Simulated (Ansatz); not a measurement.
# Hf2CO2 MXene monolayer in a perpendicular field, part 2 of 2

What dipole does a perpendicular field induce in the Hf2CO2 MXene monolayer, and does the gap follow? A positive field points along +c.

Ansatz 0.2.0; plane-wave DFT, PBE-D3(BJ), Ansatz PAW.

So far. Step 2 (Relaxation): The lattice constant a goes from 3.289 to 3.260 Å.

## Step 3: Single point, field 0

A sawtooth potential applies the field, turning back in the middle of the vacuum. With the dipole correction the typed value is the field outside the slab. The induced dipole is small, so the SCF threshold is tight.

The cell differs from the one that the last finished run ended in (c 40.953 → 22.630 Å).

The input, input.yaml:

```yaml
crystal:
  lattice:
    - [3.2601331967, 0.0, 0.0]
    - [-1.6300665983, 2.823358168, 0.0]
    - [0.0, 0.0, 22.630101949]
  atoms:
    - { symbol: O, position: [0.3333333333, 0.6666666667, 0.3977003736] }
    - { symbol: Hf, position: [0.6666666667, 0.3333333333, 0.4391850831] }
    - { symbol: C, position: [0.0, 0.0, 0.5] }
    - { symbol: Hf, position: [0.3333333333, 0.6666666667, 0.5608149169] }
    - { symbol: O, position: [0.6666666667, 0.3333333333, 0.6022996264] }
kpoints:
  mp_grid: { grid: [18, 18, 1] }
  band_path:
    path: [[0, 0, 0], [0.5, 0, 0], [0.33333333, 0.33333333, 0], [0, 0, 0]]
    npoints: 16
hamiltonian:
  xc: pbe
  dispersion: d3bj
scf:
  occupations: { method: fermi_dirac, width: 0.02585 }
  convergence: { dr2_threshold: 1.0e-10 }
efield:
  axis: 3
  dipole_correction: true
  ramp_position: 0.97
  ramp_width: 0.06
  amplitude: 0
output:
  dos: { projected: true, e_range: [-6, 5] }
  write_potential: true
  write_density: true
  volumetric_format: npy
  elf: true
```

On the command line:

```bash
$ ansatz run input.yaml --threads 2 --pin off --max-ram 3072MiB --backend cpu --events-out ev --progress --plain --runs-dir out
```

Numbers of over 12 decimals in the logs are rounded to 6 here.

The log of the run:

```text
[...]
Crystal: 5 atoms, lattice volume = 208.299 Å³
Basis set: ecut = 420 eV, 4155 PW (Γ)
Bands: 41, of which v1, the nominal top of the filled ones, is band 34 counted from 1 (33 counted from 0)
Symmetry: 6 space group operations
k-points: 37 of 324 (time reversal used)
[...]
SCF iter   1: F=—  HF=-32835.836110 eV  |F-HF|=—  |Δ(HF+E_count)|=         —  Δρ=3.12e-3  dr2=3.41e-2  ethr=1.77e-3  p=0.000 e·Å  D=4.13e-14 V/Å  ΔV_dip=-0.00 eV  dr2_dipole=9.75e-9  V_vac-E_F(+/−)=5.15/5.15 eV  ⟨swp⟩=7.8  Hψ=6307  notcnv=0  defer=3
efield: sawtooth ramp at fractional position 0.9700 (set: `efield.ramp_position`, or a place that a band, a saddle search or an elastic batch's reference lends), width 0.0600; the density the first Hamiltonian is built on has a dipole p = 0.000 e·Å; the dipole correction subtracts the counter field D = 4.13e-14 V/Å, which shifts the + side's vacuum level by -0.00 eV against the − side's; the planar-averaged density in the ramp window peaks in size at 4.4e-6 e/Å³
[...]
SCF iter   2: F=—  HF=-32835.835928 eV  |F-HF|=—  |Δ(HF+E_count)|=   1.82e-4  Δρ=2.04e-3  dr2=8.86e-3  ethr=5.01e-5  p=-0.000 e·Å  D=-2.84e-5 V/Å  ΔV_dip=0.00 eV  dr2_dipole=5.07e-8  V_vac-E_F(+/−)=4.96/4.96 eV  ⟨swp⟩=3.2  Hψ=3416  notcnv=0  defer=39
[...]
SCF iter  13: F=-32835.834910 eV  HF=-32835.834910 eV  |F-HF|=8.00e-11  |Δ(HF+E_count)|=  3.64e-11  Δρ=7.32e-8  dr2=5.88e-12  ethr=1.00e-12  p=0.000 e·Å  D=3.35e-8 V/Å  ΔV_dip=-0.00 eV  dr2_dipole=5.80e-14  V_vac-E_F(+/−)=4.90/4.90 eV  ⟨swp⟩=11.1  Hψ=4997  notcnv=0
SCF 1 converged in 13 iterations: F = -32835.834910 eV  dr2 = 5.88e-12
[...]
NSCF: frozen V_eff on 49 k-points
efield: sawtooth ramp at fractional position 0.9700 (kept from the solve that this one continues, or follows in the run), width 0.0600; the density the first Hamiltonian is built on has a dipole p = 0.000 e·Å; the dipole correction subtracts the counter field D = 3.35e-8 V/Å, which shifts the + side's vacuum level by -0.00 eV against the − side's; the planar-averaged density in the ramp window peaks in size at 7.0e-7 e/Å³
[...]
SCF converged after 13 iterations
Free energy (F): -32835.834910 eV
[...]
Internal energy: -32835.834910 eV  (E = F + TS)
E sigma→0 (E₀):  -32835.834910 eV
Fermi energy:    1.737291 eV
Dipole field:    D = -0.000000 V/Å  (p = -0.000000 e·Å, saw-weighted, corrected)
Work function:   Φ+ = 4.8963 eV   Φ− = 4.8963 eV
Levels:          The Fermi level and band energies are counted from a zero that moves with the ramp; work functions are not
[...]
--- Band table (eV; the first three rows and the last of 37) ---
  k-point 0: bands = [... 30 lower, -3.0052, -0.1277, 1.2646, 1.2646, 3.5293, 3.5293, 3.8707, 5.2006, ... 3 higher]
  k-point 1: bands = [... 30 lower, -2.9448, -0.0502, 0.9726, 1.1398, 3.5363, 3.6835, 3.9108, 5.2245, ... 3 higher]
  k-point 2: bands = [... 30 lower, -2.7962, 0.0961, 0.3361, 0.8589, 3.3375, 4.0380, 4.1562, 5.2678, ... 3 higher]
  k-point 36: bands = [... 30 lower, -2.6160, -1.2249, -1.1815, -1.1815, 3.8676, 4.8709, 4.8709, 5.7940, ... 3 higher]
```

Run time: 26 s. Hardware: 2 threads of Arm Neoverse V2, shared host; peak memory 0.63 GiB; 52 s of CPU time.

In the SCF lines HF is the Harris–Foulkes energy and dr2 the Hartree energy of the density residual, in eV; the loop may stop once dr2 is under the threshold and the program's other checks hold. Hψ counts applications of the Hamiltonian.

This step gave:

| Quantity | Value |
| --- | --- |
| gap on the k-mesh | 0.9691 eV |
| dipole along the normal | -3.27e-7 e·Å |
| gap along the path | 0.9691 eV |
| smallest direct gap along the path | 2.115 eV |
| ionisation energy, upper face | 5.369 eV |
| electron affinity, upper face | 4.400 eV |
| gap, the smaller of path and mesh | 0.9691 eV |

Running mean over a fixed 2.7 Å (it still follows the layers) of the planar mean; the ramp of the sawtooth is left out. Table of electron's electrostatic potential energy less the Fermi level by z:

z (Å), electron's electrostatic potential energy less the Fermi level (eV) and a bar from the least value:
```
        3        4.9 ##############################
        4        4.9 ##############################
        5        4.9 ##############################
        6        4.9 ##############################
        7        4.6 #############################
        8        0.6 #####################
        9       -6.1 ########
       10       -9.9 
       11       -9.0 ##
       12       -9.6 #
       13       -8.9 ##
       14       -3.7 #############
       15        2.7 ##########################
       16        4.8 ##############################
       17        4.9 ##############################
       18        4.9 ##############################
       19        4.9 ##############################
```

The density of states has structure finer than the step of the table below, so its rows give means over 0.25 eV, whole bins alone (the curve runs from -6 to 2.49 eV). Peaks (eV: height): -5.780: 5.72, -5.390: 10.8, -4.840: 16.9, -4.480: 14.5, -4.430: 12.6, -4.290: 9.75, -2.000: 9.02.

Density of states against energy, zero at the Fermi level of the run, which the smearing sets inside the gap; means over each step:

energy (eV), density of states (states/eV a cell) and a bar:
```
    -5.75        3.5 ############
    -5.50        5.3 ##################
    -5.25        4.2 ##############
    -5.00        6.6 ######################
    -4.75        8.9 ##############################
    -4.50        6.9 #######################
    -4.25        5.0 #################
    -4.00        0.0 
    -3.75        0.0 
    -3.50        1.1 ####
    -3.25        2.2 #######
    -3.00        3.6 ############
    -2.75        1.9 ######
    -2.50        1.9 ######
    -2.25        2.6 #########
    -2.00        4.0 ##############
    -1.75        3.6 ############
    -1.50        2.0 #######
    -1.25        0.7 ##
    -1.00        0.4 #
    -0.75        0.3 #
    -0.50        0.1 
    -0.25        0.0 
     0.00        0.0 
     0.25        0.0 
     0.50        0.3 #
     0.75        1.0 ###
     1.00        1.2 ####
     1.25        1.6 #####
     1.50        2.1 #######
     1.75        1.5 #####
     2.00        0.8 ###
     2.25        0.7 ##
```

Projected DOS per atom over height of the atomic layer and energy from the Fermi level. Layers: O Hf C Hf O from below.

Ten even steps from '0' (0.00 states/eV) to '9' (2.51 states/eV), each cell a mean:
```
01010
01010
02020
01010
01010
00000
00000
00000
00000
00100
11511
11711
01410
01310
11411
00100
00000
91119
92129
83138
62026
31013
```
Columns: height of the atomic layer (Å) from 9 to 13.6 (not evenly spaced); rows upwards: energy from the Fermi level (eV) from -5.96 to 2.41.

Electronic bands along the path, in eV, zero at the Fermi level of the run, which the smearing sets inside the gap:

```csv
point,band 31,band 32,band 33,band 34,band 35,band 36,band 37,band 38
Γ,-4.74,-1.86,-0.47,-0.47,1.79,1.79,2.13,3.46
halfway,-4.39,-2.95,-1.65,-1.52,1.01,3.06,3.20,3.88
M,-4.23,-3.58,-1.97,-1.62,0.50,3.06,4.28,4.38
halfway,-4.24,-3.39,-2.56,-2.21,1.43,3.24,3.56,4.07
K,-4.35,-2.96,-2.92,-2.92,2.13,3.13,3.13,4.06
halfway,-4.43,-2.94,-2.22,-1.73,1.51,2.62,3.62,3.67
Γ,-4.74,-1.86,-0.47,-0.47,1.79,1.79,2.13,3.46
```

Valence density in the ca plane at fractional y = 0.333, with atoms of Hf and O within 0.2 Å of it. It is the smooth field of the valence electrons, not physical close to the nuclei.

Ten steps, logarithmic in the rise over the least value, from '0' (0 e/Å³) to '9' (29 e/Å³), each cell a mean:
```
00000000000000000000024542111111232100000000
00000000000000000000147885210012455310000000
00000000000000000000158996200012566410000000
00000000000000000000147874110012455310000000
00000000000000000000123442111111222100000000
00000000000000000000111111111122110000000000
00000000000000000001111111122223200000000000
00000000000000000000111111111122110000000000
```
Columns run along c (16.0 Å, from fractional 0.06 to 0.77 of the cell), rows up along a (3.3 Å). Atoms in or near the plane, at fractional coordinates: Hf at (0.44, 0.67), O at (0.60, 0.67).

Electrostatic potential energy in the ca plane at fractional y = 0.333, with atoms of Hf and O within 0.2 Å of it. With pseudopotentials it is smooth inside the atoms' cores, unlike the true potential.

Ten even steps from '0' (-37 eV) to '9' (7 eV), each cell a mean:
```
99999999999999999999863225788877778999999999
99999999999999999998730002689988301799999999
99999999999999999998620000589998100599999999
99999999999999999998730002689888412799999999
99999999999999999999864336888877778999999999
99999999999999999999987778888765678999999999
99999999999999999999988888888654678999999999
99999999999999999999987778888765688999999999
```
Columns run along c (16.0 Å, from fractional 0.06 to 0.77 of the cell; values clipped at the 3rd and 97th percentile), rows up along a (3.3 Å). Atoms in or near the plane, at fractional coordinates: Hf at (0.44, 0.67), O at (0.60, 0.67).

ELF in the ca plane at fractional y = 0.333, with atoms of Hf and O within 0.2 Å of it. It is the smooth field of the valence electrons, not physical close to the nuclei.

Ten even steps from '0' (0.00) to '9' (0.83), each cell a mean:
```
00000000000000011124652354212588852100000000
00000000000000000159996122126989974200000000
00000000000000000179998211127856985200000000
00000000000000000158996122115889974100000000
00000000000000012223542354212478752000000000
00000000000000135652114786222112210000000000
00000000000000246774226886333200000000000000
00000000000000135642113676211123310000000000
```
Columns run along c (16.0 Å, from fractional 0.12 to 0.82 of the cell), rows up along a (3.3 Å). Atoms in or near the plane, at fractional coordinates: Hf at (0.44, 0.67), O at (0.60, 0.67).

The gap is 0.97 eV, with the valence edge 5.37 eV and the conduction edge 4.40 eV under the upper vacuum level. Spin-orbit coupling, left out in this run, matters for the bands of elements this heavy.

## Step 4: Atoms held, field 0.1 V/Å

Changes to input.yaml since step 3:

```diff
@@ -27,5 +27,4 @@
   ramp_width: 0.06
-  amplitude: 0
+  amplitude: 0.1
 output:
-  dos: { projected: true, e_range: [-6, 5] }
   write_potential: true
@@ -33,2 +32 @@
   volumetric_format: npy
-  elf: true
```

The log of the run:

```text
[...]
Crystal: 5 atoms, lattice volume = 208.299 Å³
Basis set: ecut = 420 eV, 4155 PW (Γ)
Bands: 41, of which v1, the nominal top of the filled ones, is band 34 counted from 1 (33 counted from 0)
Symmetry: 6 space group operations
k-points: 37 of 324 (time reversal used)
[...]
k-point 0: bands = [... 30 lower, -3.0052, -0.1280, 1.2642, 1.2642, 3.5289, 3.5289, 3.8702, 5.2004, ... 3 higher]
  k-point 1: bands = [... 30 lower, -2.9448, -0.0504, 0.9722, 1.1395, 3.5360, 3.6831, 3.9104, 5.2236, ... 3 higher]
  k-point 2: bands = [... 30 lower, -2.7963, 0.0959, 0.3358, 0.8586, 3.3371, 4.0376, 4.1557, 5.2586, ... 3 higher]
  k-point 36: bands = [... 30 lower, -2.6089, -1.2252, -1.1890, -1.1742, 3.8673, 4.8538, 4.8873, 5.7938, ... 3 higher]
[key lines of the parts left out:]
SCF converged after 16 iterations
Free energy (F): -32835.836317 eV
Fermi energy:    1.736964 eV
Dipole field:    D = 0.024448 V/Å  (p = 0.028143 e·Å, saw-weighted, corrected)
```

Run time: 30 s. Hardware: 2 threads; peak memory 0.61 GiB; 59 s of CPU time.

The dipole is 0.0281 e·Å, and the gap 0.969 eV.

## Step 5: Single point, field -0.1 V/Å

Changes to input.yaml since step 4:

```diff
@@ -27,3 +27,3 @@
   ramp_width: 0.06
-  amplitude: 0.1
+  amplitude: -0.1
 output:
```

The log of the run:

```text
[...]
Crystal: 5 atoms, lattice volume = 208.299 Å³
Basis set: ecut = 420 eV, 4155 PW (Γ)
Bands: 41, of which v1, the nominal top of the filled ones, is band 34 counted from 1 (33 counted from 0)
Symmetry: 6 space group operations
k-points: 37 of 324 (time reversal used)
[...]
k-point 0: bands = [... 30 lower, -3.0052, -0.1280, 1.2642, 1.2642, 3.5289, 3.5289, 3.8702, 5.2004, ... 3 higher]
  k-point 1: bands = [... 30 lower, -2.9448, -0.0504, 0.9722, 1.1395, 3.5360, 3.6831, 3.9104, 5.2236, ... 3 higher]
  k-point 2: bands = [... 30 lower, -2.7963, 0.0959, 0.3358, 0.8586, 3.3371, 4.0376, 4.1557, 5.2586, ... 3 higher]
  k-point 36: bands = [... 30 lower, -2.6089, -1.2252, -1.1890, -1.1742, 3.8673, 4.8538, 4.8873, 5.7938, ... 3 higher]
[key lines of the parts left out:]
SCF converged after 16 iterations
Free energy (F): -32835.836317 eV
Fermi energy:    1.736964 eV
Dipole field:    D = -0.024448 V/Å  (p = -0.028143 e·Å, saw-weighted, corrected)
```

The job ended after 30 s (2 threads; peak memory 0.61 GiB; 60 s of CPU time).

The dipole is -0.0281 e·Å, and the gap 0.969 eV.

## Step 6: Response, atoms held

This step: plane-wave DFT, PBE-D3(BJ), Ansatz PAW; response to a field along the normal, atoms held (Ansatz 0.2.0).

The dipoles give the slope, and the difference of two potentials shows where the field is screened.

Numbers from this step:

* equivalent conductor thickness p/(ε₀AE): 5.533 Å
* distance between the outer atoms: 4.630 Å

Dipole of the cell against applied field:

```csv
applied field (V/Å),dipole of the cell (e·Å)
-0.1000,-0.0281
0.0000,-3.3e-7
0.1000,0.0281
```

Local field over the applied field, running mean. From the potentials at -0.1 and 0.1 V/Å; running mean over 2.5 Å. Table of local field over applied field by z:

```csv
z (Å),local field over applied field
4.10,1.000
4.53,1.000
4.95,0.999
5.23,0.999
5.66,0.996
6.08,0.988
6.51,0.969
6.79,0.943
7.21,0.872
7.64,0.762
8.06,0.631
8.34,0.535
8.77,0.395
9.19,0.271
9.62,0.174
9.90,0.131
10.32,0.0882
10.75,0.0692
11.17,0.0669
11.46,0.0669
11.88,0.0692
12.31,0.0882
12.73,0.131
13.01,0.174
13.44,0.271
13.86,0.395
14.29,0.535
14.57,0.631
14.99,0.762
15.42,0.872
15.84,0.943
16.12,0.969
16.55,0.988
16.97,0.996
17.40,0.999
17.68,0.999
18.10,1.000
18.53,1.000
```

The induced electron density oscillates, so the rows of the table below give means over windows of 0.5 Å about each position, cut where the curve ends. Its maxima inside the range that stand out by 2 % of the span (Å: e/Å³ per V/Å): 8.34: 0.00356, 9.19: 0.00187, 10.61: 7.2e-4, 12.73: 1.0e-4, 13.72: -0.00135. Its minima: 8.91: 0.00135, 9.90: -1.0e-4, 12.02: -7.2e-4, 13.44: -0.00187, 14.29: -0.00356.

Electrons, planar mean, per unit field. Table of induced electron density by z; means over each step:

```
z (Å)  induced electron density (e/Å³ per V/Å)
  4.5                                   9.4e-7
  5.0                                   3.3e-6
  5.5                                   1.2e-5
  6.0                                   4.2e-5
  6.5                                   1.4e-4
  7.0                                   4.4e-4
  7.5                                  0.00124
  8.0                                  0.00274
  8.5                                  0.00295
  9.0                                  0.00162
  9.5                                   7.3e-4
 10.0                                  -1.6e-5
 10.5                                   5.3e-4
 11.0                                   2.4e-4
 11.5                                  -1.1e-4
 12.0                                  -5.9e-4
 12.5                                  -7.7e-5
 13.0                                  -3.4e-4
 13.5                                 -0.00158
 14.0                                 -0.00246
 14.5                                 -0.00309
 15.0                                 -0.00158
 15.5                                  -5.8e-4
 16.0                                  -1.9e-4
 16.5                                  -5.8e-5
 17.0                                  -1.7e-5
 17.5                                  -4.6e-6
 18.0                                  -1.3e-6
 18.5                                  -4.5e-7
```

The smaller of the gaps on the path and on the k-mesh, counted as 0 under 0.03 eV. The gap stays at 0.969 eV for applied field from -0.1 to 0.1 V/Å.

By hand: between -0.1 and 0.1 V/Å the dipole changes by 0.05629 e·Å, a slope of 0.2814 e·Å²/V. A perfect conductor of thickness t has p = ε₀AEt, so t = 180.95 × 0.2814 / 9.205 = 5.53 Å (e/ε₀ = 180.95 V·Å, A in Å²).

The induced dipole is that of a conductor 5.53 Å thick.

## Step 7: Summary of results

| Quantity | Value |
| --- | --- |
| gap without field | 0.969 eV |
| ionisation energy, upper face | 5.37 eV |
| electron affinity, upper face | 4.40 eV |
| equivalent conductor thickness, atoms held | 5.53 Å |

In words: The induced dipole equals that of a perfect conductor 5.53 Å thick, while the outer atoms lie 4.63 Å apart; an out-of-plane ε follows only once a thickness t is chosen, by 1 − 1/ε = 5.53 Å / t. The gap stays within 0.01 eV of 0.97 eV over the fields run, up to 0.1 V/Å in size. Semilocal functionals give gaps that are too small, and excitons are not included. Spin-orbit coupling is left out, which matters for the bands of elements this heavy. The MXene's terminations sit over the metal atoms of its far layer; the site over carbon or nitrogen, which some compounds prefer, was not run.

[Logs are printed without paths, hosts, clocks, repeated set-up lines and the standing remarks that a program may print on its own settings, such as how far it seeks lower states.]

[Hosts, paths, dates, database ids (printed as entryN), source tags and the programs' standing remarks are cut or masked in the printed files.]

[Maps of the electrostatic potential energy from Ansatz leave out the sawtooth potential of an applied field or a dipole correction, so their vacuum need not be flat; planar profiles and work functions include it.]

[The density of states shown here was stored with 400 of the rows of the run's finer table, so its peaks can read low, often by over a quarter, or be missed, and its means over a window can be off by a tenth or more.]
